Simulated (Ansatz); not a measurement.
## All-electron equations of state of elemental crystals

All-electron LAPW (Ansatz 0.2.0), scalar-relativistic, no spin, Fermi–Dirac smearing 0.136 eV, k-meshes of 8 to 18 points an axis; Birch–Murnaghan fits to pressures. Some or most of these lattices are hypothetical for the element, and V0 is the minimum nearest the starting volume; lattices without a usable fit are left out; mesh and smearing are coarse, and magnetic elements are treated as non-magnetic.

```csv
element,lattice,functional,V0 (Å³/atom),B0 (GPa),B′,k-points per axis
Zn,bcc,PBE,15.39,64,5.5,15
Zn,bcc,PBEsol,14.33,83,5.3,15
Zn,diamond,LDA,21.40,42,5.2,8
Zn,diamond,PBE,24.72,26,5.4,8
Zn,fcc,LDA,13.53,99,5.2,15
Zn,fcc,PBE,15.18,70,5.2,14
Zn,fcc,PBEsol,14.15,87,5.2,15
Zn,sc,LDA,16.06,70,5.1,13
Zn,sc,PBE,18.18,48,5.4,12
Zn,sc,PBEsol,16.87,61,5.1,13
```

Q: Give V0 and B0 for diamond Zn in PBEsol.

A: 22.64 Å³/atom and 35.1 GPa.

Q: Give V0 and B0 for bcc Zn in LDA.

A: 13.69 Å³/atom and 94.2 GPa.
